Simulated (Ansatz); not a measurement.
# Li: equation of state

One table from this session's results is given with a row withheld; the runs are named, their logs left out.

This is Li in the fcc structure; at room conditions it is bcc.

Program: Ansatz 0.2.0. Level of theory: DFT LDA, scalar-relativistic. These are calculated values, not measurements.

## The structure to begin with

The structure is cubic, space group Fm-3m (No. 225). The conventional cell has a = 4.334 Å, b = 4.334 Å, c = 4.334 Å, α = 90.00°, β = 90.00°, γ = 90.00°. Li (site symmetry m-3m) has 12 Li at 3.06 Å as nearest neighbours.

Coordinates:

```cif
data_structure
_symmetry_space_group_name_H-M 'P 1'
_symmetry_Int_Tables_number 1
_cell_length_a 3.0644
_cell_length_b 3.0644
_cell_length_c 3.0644
_cell_angle_alpha 60.000
_cell_angle_beta 60.000
_cell_angle_gamma 60.000
_cell_volume 20.35
loop_
_atom_site_label
_atom_site_type_symbol
_atom_site_fract_x
_atom_site_fract_y
_atom_site_fract_z
_atom_site_occupancy
Li1 Li 0.00000 0.00000 0.00000 1
```

The cell is one relaxed in the Materials Project, used as it stands.

Set-up of the first run:

The input, input.yaml:

```yaml
crystal:
  lattice:
    - [0.0, 2.137547227, 2.137547227]
    - [2.137547227, 0.0, 2.137547227]
    - [2.137547227, 2.137547227, 0.0]
  atoms:
    - { symbol: Li, position: [0.0, 0.0, 0.0] }
kpoints:
  mp_grid: { grid: [16, 16, 16] }
scf:
  occupations: { method: fermi_dirac, width: 0.08 }
hamiltonian:
  xc: lda
  pseudopotentials: { kind: all_electron, lapw: { basis_error: 0.0005 } }
output:
  forces: true
  stress: true
  eigenvalues: true
```

The run is started by

```
$ ansatz run input.yaml --threads 1 --pin off --max-ram 2048MiB --backend cpu --events-out ev --progress --plain --runs-dir out
```

Among the steps run: Volume × 0.96, LAPW; Volume × 0.96, PAW; Volume × 0.96, crystal datasets; Volume × 0.98, LAPW; Volume × 0.98, PAW; Volume × 1.02, LAPW; Volume × 1.02, PAW; Volume × 1.04, LAPW; Volume × 1.04, PAW; Volume × 1.04, crystal datasets.

One of the session's tables, all rows but one given; the rest of the session is left out.

| method | volume (Å³/atom) | pressure (GPa) |
| --- | --- | --- |
| LAPW | 19.533 | -0.43 |
| LAPW | 19.940 | -0.70 |
| LAPW | 20.347 | -0.94 |
| LAPW | 20.754 | -1.17 |
| LAPW | 21.161 | -1.37 |
| PAW | 19.533 | -0.43 |
| PAW | 19.940 | -0.70 |
| PAW | 20.347 | -0.95 |
| PAW | 20.754 | -1.17 |
| PAW | 21.161 | ? |
| crystal datasets | 19.533 | -0.43 |
| crystal datasets | 20.347 | -0.94 |
| crystal datasets | 21.161 | -1.37 |

**Question.** Estimate the row for PAW, 21.161.

The run gave: pressure (GPa): -1.38. In the column «pressure (GPa)» it is the lowest.

To keep in mind: Warnings in the runs' records: crystal datasets made.
